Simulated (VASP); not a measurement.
Output of a VASP run:

**OSZICAR**
```
       N       E                     dE             d eps       ncg     rms          rms(c)
DAV:   1    -0.114777376796E+04   -0.11478E+04   -0.30096E+03    72   0.809E+02
DAV:   2    -0.118631846576E+04   -0.38545E+02   -0.38243E+02    90   0.127E+02
DAV:   3    -0.118793821060E+04   -0.16197E+01   -0.16183E+01    95   0.314E+01
DAV:   4    -0.118797028286E+04   -0.32072E-01   -0.32018E-01   110   0.497E+00
DAV:   5    -0.662700177054E+01    0.11813E+04   -0.36700E+00    72   0.112E+01    0.397E+00
DAV:   6    -0.665082035141E+01   -0.23819E-01   -0.32544E-01   100   0.342E+00    0.404E+00
DAV:   7    -0.665399871827E+01   -0.31784E-02   -0.25432E-02    92   0.110E+00    0.268E+00
DAV:   8    -0.665471234977E+01   -0.71363E-03   -0.29127E-03    94   0.417E-01    0.166E+00
DAV:   9    -0.665510519228E+01   -0.39284E-03   -0.66182E-04   106   0.217E-01    0.947E-01
DAV:  10    -0.665537827871E+01   -0.27309E-03   -0.20719E-04    98   0.131E-01    0.537E-01
DAV:  11    -0.665553861135E+01   -0.16033E-03   -0.91339E-05    99   0.857E-02    0.300E-01
DAV:  12    -0.665562527300E+01   -0.86662E-04   -0.40164E-05    98   0.582E-02    0.166E-01
DAV:  13    -0.665567054195E+01   -0.45269E-04   -0.18150E-05    99   0.381E-02    0.933E-02
DAV:  14    -0.665569320123E+01   -0.22659E-04   -0.86342E-06    98   0.262E-02    0.519E-02
DAV:  15    -0.665570440606E+01   -0.11205E-04   -0.38357E-06    91   0.172E-02    0.290E-02
DAV:  16    -0.665570994856E+01   -0.55425E-05   -0.18111E-06    90   0.118E-02    0.162E-02
DAV:  17    -0.665571256510E+01   -0.26165E-05   -0.79290E-07    80   0.774E-03    0.919E-03
DAV:  18    -0.665571381250E+01   -0.12474E-05   -0.34557E-07    39   0.529E-03    0.533E-03
DAV:  19    -0.665571439378E+01   -0.58129E-06   -0.21806E-07    55   0.423E-03
   1 F= -.66557144E+01 E0= -.66557144E+01  d E =-.162295E-81
```

**OUTCAR**
```
------------------------ aborting loop because EDIFF is reached ----------------------------------------
  FORCE on cell =-STRESS in cart. coord.  units (eV):
  Direction    XX          YY          ZZ          XY          YZ          ZX
  --------------------------------------------------------------------------------------
  Total       -0.0715418     -0.0715418     -0.0715418     -0.0000000      0.0000000      0.0000000
  in kB       -2.0925424     -2.0925424     -2.0925424     -0.0000000      0.0000000      0.0000000
  external PRESSURE =      -2.0925424 kB  Pullay stress =       0.0000000 kB
  volume of cell :       54.78
      direct lattice vectors                 reciprocal lattice vectors
     0.000000000  3.014315000  3.014315000    -0.165875166  0.165875166  0.165875166
     3.014315000  0.000000000  3.014315000     0.165875166 -0.165875166  0.165875166
     3.014315000  3.014315000  0.000000000     0.165875166  0.165875166 -0.165875166
 POSITION                                       TOTAL-FORCE (eV/Angst)
 -----------------------------------------------------------------------------------
      0.00000      0.00000      0.00000         0.000000      0.000000      0.000000
      3.01431      3.01431      3.01431        -0.000000     -0.000000     -0.000000
 -----------------------------------------------------------------------------------
    total drift:                               -0.000000      0.000001      0.000000
  FREE ENERGIE OF THE ION-ELECTRON SYSTEM (eV)
  ---------------------------------------------------
  free  energy   TOTEN  =        -6.6557143938 eV

  energy  without entropy=       -6.6557143938  energy(sigma->0) =       -6.65571439

  exchange ACFDT corr.  =         0.00000000  see jH, gK, PRB 81, 115126
```
(Selected blocks of OUTCAR.)

### POSCAR
```
LiI
1
    0.0000000000     3.0143150000     3.0143150000
    3.0143150000     0.0000000000     3.0143150000
    3.0143150000     3.0143150000     0.0000000000
Li I
1 1
Direct
  0.0000000000   0.0000000000   0.0000000000
  0.5000000000   0.5000000000   0.5000000000
```

Question: Write an INCAR and KPOINTS that could have produced this output.

Answer: This is not unique; one that fits is the input of the run itself, HSE06 screened hybrid, plane waves, VASP's PBE PAW potentials (set 64).

File KPOINTS:
```
Automatic mesh
0
Gamma
3 3 3
0 0 0
```

### INCAR
```
! general
SYSTEM  =LiI
PREC    =Accurate
ENCUT   =400   ! plane-wave cut-off (eV)
LREAL   =.FALSE.   ! projection in real space or not
LASPH   =.TRUE.   ! aspherical one-centre terms
ISYM    =3

! electronic loop
EDIFF   =1E-6
NELM    =100   ! most electronic steps
ALGO    =Normal
LMAXMIX =4   ! l cut-off of mixed one-centre charges

! smearing
ISMEAR  =0   ! Gaussian
SIGMA   =0.01

! functional
GGA     =PE
LHFCALC =.TRUE.
AEXX    =0.25
HFSCREEN=0.2   ! 1/Angstrom
PRECFOCK=Fast

! ions
ISIF    =2

! output
LWAVE   =.FALSE.
LCHARG  =.FALSE.
```

POTCAR, in this order: Li_sv I (PBE.64 set). Program: vasp_std.

At this cut-off the stress carries a Pulay error, which pulls relaxed volumes low.

The structure comes from a computed database's LiI entry; how it stands against other phases isn't given here. The cell was not relaxed at this level. The k-mesh is coarse (spacing up to 0.60 per Å, 2π included), so the numbers may not be converged in it. The run is one of a series of settings (AEXX = 0.25, GGA = PE, HFSCREEN = 0.2, ISYM = 3, LHFCALC = .TRUE., PRECFOCK = Fast, KPOINTS 3×3×3 Γ-centred mesh, POTCAR Li_sv I (PBE.64 set) against the base run), some of them coarse on purpose.
